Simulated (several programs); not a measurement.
Wurtzite GaN, relaxed with r2SCAN in Ansatz, was computed with several methods. The symmetry is P6_3mc (No. 186, hexagonal); conventional cell a = 3.183 Å, c = 5.184 Å, 11.37 Å³ an atom. Ga has 4 N at 1.95 Å; N has 4 Ga at 1.95 Å. No spin polarisation and no zero-point or thermal motion.

```xyz
4
Lattice="3.1831 0.0000 0.0000 -1.5916 2.7567 0.0000 0.0000 0.0000 5.1836" Properties=species:S:1:pos:R:3 pbc="T T T"
Ga    0.0000    1.8378   -0.0046
Ga    1.5916    0.9189    2.5872
N     0.0000    1.8378    1.9485
N     1.5916    0.9189    4.5403
```

Gaps and times are for a single point on this cell; volume and bulk modulus come from each method's own relaxation or energy curve at fixed shape, which is too stiff where a cell has free coordinates or axes. Times are rough, from shared hosts (Arm Neoverse V1; Arm Neoverse V2; NVIDIA H100 80GB HBM3), and each method has its own mesh and cell size. A double dagger marks a value from a curve with shape and coordinates held. PM6 (MOPAC), PM7 (MOPAC), GFN1-xTB (tblite), GFN2-xTB (tblite) treat a cluster of cells at its zone centre, which samples few k points: where these miss a band edge, the gap comes out too large for that reason alone. Gaps from k meshes are read at a limited set of points (mesh, symmetry points, PBE's band edges), so each method's own least gap may be somewhat smaller. Force fields have no electrons; where one was fitted to this phase, its volume and modulus reflect the fit. xTB and the PM methods were fitted mostly to molecules, and can miss a solid's gap by electronvolts. Minimal bases can be far off for gaps. Times of the plane-wave ladder aren't listed, since it ran on unlike processors and cards. GLLB-SC's gap includes the derivative discontinuity. G0W0 is at finite bands, cutoff and mesh. d marks a direct gap, i an indirect one (no mark: not told apart), a dash a value that wasn't computed or didn't pass its checks.

```tsv
method	kind	gap (eV)	own volume (Å³/atom)	bulk modulus (GPa)	atoms computed	processor time
PBEsol	semilocal	–	11.37	–	4	–
GaN.sw (LAMMPS)	force field	–	11.48	206‡	4	0.11 s
GaN.tersoff (LAMMPS)	force field	–	11.38	208‡	4	0.12 s
light PBE (260 eV and a coarse mesh)	light plane-wave	1.62 d	–	–	4	1.7 s
PM6 (MOPAC)	semi-empirical	5.01	–	–	cluster	4 s
GFN1-xTB (tblite)	tight binding	1.50	–	–	cluster	7.2 s
LDA	semilocal	1.94 d	11.05	–	4	–
PBE	semilocal	1.93 d	11.76	172‡	4	–
G0W0@r2SCAN (180 eV screening cutoff)	many-body	3.34	–	–	4	–
GFN2-xTB (tblite)	tight binding	1.88	10.95‡	131‡	cluster	10 s
PBE/SZV (CP2K)	small basis	2.06 d	12.22‡	159‡	4	15 s
GLLB-SC (GPAW)	model potential	2.81	–	–	4	20 s
G0W0@PBE0 (180 eV screening cutoff)	many-body	3.88	–	–	4	–
G0W0@HSE06 (180 eV screening cutoff)	many-body	3.70	–	–	4	–
G0W0@PBE (260 eV screening cutoff)	many-body	3.06	–	–	4	–
r2SCAN	semilocal	2.35 d	11.37	197‡	4	–
PM7 (MOPAC)	semi-empirical	3.32	–	–	cluster	23 s
PBE/single zeta (GPAW)	small basis	2.22 d	–	–	4	28 s
PBE/DZVP (CP2K)	small basis	1.92 d	11.92‡	165‡	4	56 s
PBE+SOC	semilocal	1.93 d	–	–	4	–
LC-ωPBE	hybrid	8.50 d	–	–	4	–
PBE0	hybrid	3.89 d	–	–	4	–
r2SCAN0	hybrid	4.18 d	–	–	4	–
HSE06	hybrid	3.20 d	11.37	–	4	–
DDH-PBE0	hybrid	3.26 d	–	–	4	–
G0W0@LDA (140 eV screening cutoff)	many-body	3.12	–	–	4	–
HSE06+SOC	hybrid	3.19 d	–	–	4	–
```

Problem. How far from the measured values lie the methods that can be set against them?

Solution.
- Band gap, measured 3.503 eV: light PBE (260 eV and a coarse mesh) -1.89 eV, PM6 (MOPAC) +1.51 eV, GFN1-xTB (tblite) -2.01 eV, LDA -1.56 eV, PBE -1.57 eV, G0W0@r2SCAN (180 eV screening cutoff) -0.17 eV, GFN2-xTB (tblite) -1.63 eV, PBE/SZV (CP2K) -1.45 eV, GLLB-SC (GPAW) -0.70 eV, G0W0@PBE0 (180 eV screening cutoff) +0.38 eV, G0W0@HSE06 (180 eV screening cutoff) +0.20 eV, G0W0@PBE (260 eV screening cutoff) -0.44 eV, r2SCAN -1.15 eV, PM7 (MOPAC) -0.18 eV, PBE/single zeta (GPAW) -1.28 eV, PBE/DZVP (CP2K) -1.59 eV, PBE+SOC -1.57 eV, LC-ωPBE +5.00 eV, PBE0 +0.39 eV, r2SCAN0 +0.68 eV, HSE06 -0.30 eV, DDH-PBE0 -0.24 eV, G0W0@LDA (140 eV screening cutoff) -0.38 eV, HSE06+SOC -0.31 eV.
- Volume, measured 11.42 Å³ an atom: PBEsol -0.4 %, GaN.sw (LAMMPS) +0.6 %, GaN.tersoff (LAMMPS) -0.3 %, LDA -3.2 %, PBE +3.0 %, r2SCAN -0.4 %, HSE06 -0.4 %.
The calculations are for a static lattice; samples hold vibrations, temperature and, in optical gaps, excitons. A measured value is shown where most reports agree with it, and only for the quantities listed. Sources: 3.503 eV (direct gap at Gamma, earlier experiment; “Studying electronic properties in GaN without electrical contacts using γ-γ vs e−-γ Perturbed Angular Correlations”; Cited literature value; temperature and sample not stated; 2019; pmc:6823545); 11.42 Å³ an atom (from the lattice constants; a, Expt. column of Table I; “Vacancy defect in bulk and at (10overline10) surface of GaN: A combined first-principles theoretical and experimental analysis”; 2017; arxiv:1710.05670).

Only the rows marked +SOC include spin-orbit coupling.
